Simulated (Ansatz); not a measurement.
## BN: band structure with LDA

Crystal: BN.

```xyz
2
Lattice="2.5080 0.0000 0.0000 -1.2467 2.1762 0.0000 -0.6307 -1.0881 3.0225" Properties=species:S:1:pos:R:3 pbc="T T T"
N     0.6410   -0.3484    2.9772
B     1.2297    2.1384    0.0055
```

The cell comes from a database or a generator and needn't be the stable form of this composition.

```yaml
Program: Ansatz 0.2.0
Task: band structure
Functional: LDA
Potentials_or_basis: Ansatz PAW
Cutoff: "420 eV (not typed: the program's choice for these potentials)"
k_mesh: 13 × 13 × 9
Occupations: fermi-dirac, width 0.05 eV
Spin: no spin polarisation
Path: "[[\"G\", \"Y\", \"T\", \"Z\", \"G\", \"X\", \"A1\", \"Y\"], [\"T\", \"X1\"], [\"X\", \"A\", \"Z\"], [\"L\", \"G\"]]"
Points_for_each_segment_of_the_path: 14
```

* Pressure: -3.9 GPa
* Largest force: 2.703 eV/Å
* Band gap on the k mesh: 2.65 eV, indirect (least direct gap 4.40 eV)
* Band gap along the path: 2.57 eV, indirect (least direct gap 4.37 eV)

Forces on the atoms (eV/Å):
```
N   -1.640 -2.058  0.616
B    1.640  2.058 -0.616
```

Stress tensor (GPa, compression positive):
```
-13.35  -4.80   0.53
 -4.80  -1.81   1.17
  0.53   1.17   3.34
```

Levels at the corners of the path, in eV from the valence-band top:
| point | band 1 | band 2 | band 3 | band 4 | band 5 | band 6 | band 7 | band 8 |
| --- | --- | --- | --- | --- | --- | --- | --- | --- |
| Γ | -18.16 | -3.89 | -2.56 | -0.94 | 5.17 | 10.01 | 12.12 | 12.63 |
| Y | -14.96 | -9.57 | -4.36 | -0.23 | 6.01 | 8.90 | 12.04 | 14.26 |
| T | -14.61 | -9.02 | -4.51 | -2.34 | 2.57 | 9.02 | 15.04 | 19.30 |
| Z | -17.55 | -7.23 | -2.58 | -0.98 | 9.72 | 10.43 | 12.10 | 12.41 |
| Γ | -18.16 | -3.89 | -2.56 | -0.94 | 5.17 | 10.01 | 12.12 | 12.63 |
| X | -14.21 | -8.47 | -6.84 | -1.45 | 3.15 | 12.31 | 12.67 | 17.47 |
| A1 | -14.34 | -8.38 | -7.21 | -1.37 | 5.19 | 12.28 | 14.29 | 14.57 |
| Y | -14.96 | -9.57 | -4.36 | -0.23 | 6.01 | 8.90 | 12.04 | 14.26 |
| T | -14.61 | -9.02 | -4.51 | -2.34 | 2.57 | 9.02 | 15.04 | 19.30 |
| X1 | -14.21 | -8.47 | -6.84 | -1.45 | 3.15 | 12.31 | 12.67 | 17.47 |
| X | -14.21 | -8.47 | -6.84 | -1.45 | 3.15 | 12.31 | 12.67 | 17.47 |
| A | -14.34 | -8.38 | -7.21 | -1.37 | 5.19 | 12.28 | 14.29 | 14.57 |
| Z | -17.55 | -7.23 | -2.58 | -0.98 | 9.72 | 10.43 | 12.10 | 12.41 |
| L | -14.69 | -9.15 | -4.95 | -1.60 | 4.32 | 9.41 | 13.49 | 16.99 |
| Γ | -18.16 | -3.89 | -2.56 | -0.94 | 5.17 | 10.01 | 12.12 | 12.63 |

Wall time 5.4 s on 2 threads of Intel(R) Xeon(R) Platinum 8488C (Sapphire Rapids) (shared host), peak memory 0.48 GiB.

Caveat: the k mesh misses the band edges, so the gap on the mesh is wider than the one along the path; the pressure holds a Pulay correction of +0.8 GPa for the finite cutoff; the PAW data sets come from PBE, with cores solved anew for the run's functional, which leaves a small shift of forces and pressure; forces of over 1 eV/Å show positions far from the minimum, so gaps and moduli don't describe the material at rest. As with any semilocal functional, this LDA gap is likely too small.
